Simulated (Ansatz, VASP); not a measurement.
## PtSe2 in VASP and in Ansatz

INCAR

```
SYSTEM = PtSe2
PREC = Accurate
ENCUT = 520
EDIFF = 1E-6
ISMEAR = 0
SIGMA = 0.15
LREAL = .FALSE.
LASPH = .TRUE.
NELM = 100
ALGO = Normal
ISIF = 2
LWAVE = .FALSE.
LCHARG = .FALSE.
GGA = PS
NBANDS = 18
```

The input KPOINTS:

```
regular mesh
0
G
  12 12 10
  0 0 0
```

POSCAR

```
PtSe2
1.0
    3.5750405804      0.0000000000      0.0000000000
   -1.7875202902      3.0960759622      0.0000000000
    0.0000000000      0.0000000000      4.8595200000
Pt Se
1 2
Direct
    0.0000000000      0.0000000000      0.0000000000
    0.3333333333      0.6666666667      0.2500000000
    0.6666666667      0.3333333333      0.7500000000
```

Input for Ansatz:

```yaml
crystal:
  lattice:
    - [3.5750405804, 0.0, 0.0]
    - [-1.7875202902, 3.0960759622, 0.0]
    - [0.0, 0.0, 4.85952]
  atoms:
    - { symbol: Pt, position: [0.0, 0.0, 0.0] }
    - { symbol: Se, position: [0.3333333333, 0.6666666667, 0.25] }
    - { symbol: Se, position: [0.6666666667, 0.3333333333, 0.75] }
basis:
  ecutwfc: 420
kpoints:
  mp_grid: { grid: [12, 12, 10] }
hamiltonian:
  xc: pbesol
scf:
  occupations: { method: gaussian, width: 0.15 }
output:
  forces: true
  stress: true
  eigenvalues: true
```

Change from the starting cell: strain -0.040 along x and y, -0.040 along z, atoms carried along.

Alike in both runs: task single point; functional PBEsol; k mesh 12 × 12 × 10; occupations gaussian, width 0.15 eV; no spin polarisation.

```csv
,VASP,Ansatz
version,VASP 6.6.1,Ansatz 0.2.0
potentials or method,"VASP PAW PBE potentials, release 64 (Pt, Se)","scalar-relativistic, plane waves, PAW"
plane-wave cutoff (eV),520,420
valence electrons in the cell,22,50
```

|  | VASP | Ansatz | Ansatz less VASP |
| --- | --- | --- | --- |
| gap on the k mesh at the Fermi level (eV) | none | none | - |
| pressure (GPa) | 24.9 | 24.6 | -0.33 |
| largest component of the traceless stress (GPa) | 6.69 | 6.60 | -0.093 |
| rms of the force components (eV/Å) | 1.053 | 1.036 | -0.0174 |

Atom by atom the forces differ by 0.017 eV/Å (rms over components). A gap of «none» marks a metal or a gap that the smearing closes. The functional is the same, so the differences come from potentials, cutoffs and numerics. The two sets of potentials don't hold the same shells in valence.

Caveats: so large a pressure means that the cell lies far from this level's equilibrium, or that cutoff or potentials fall short (VASP); the potentials were made for another functional, which shifts forces and pressure (VASP). Spin-orbit coupling is left out, which matters for the levels of Pt.
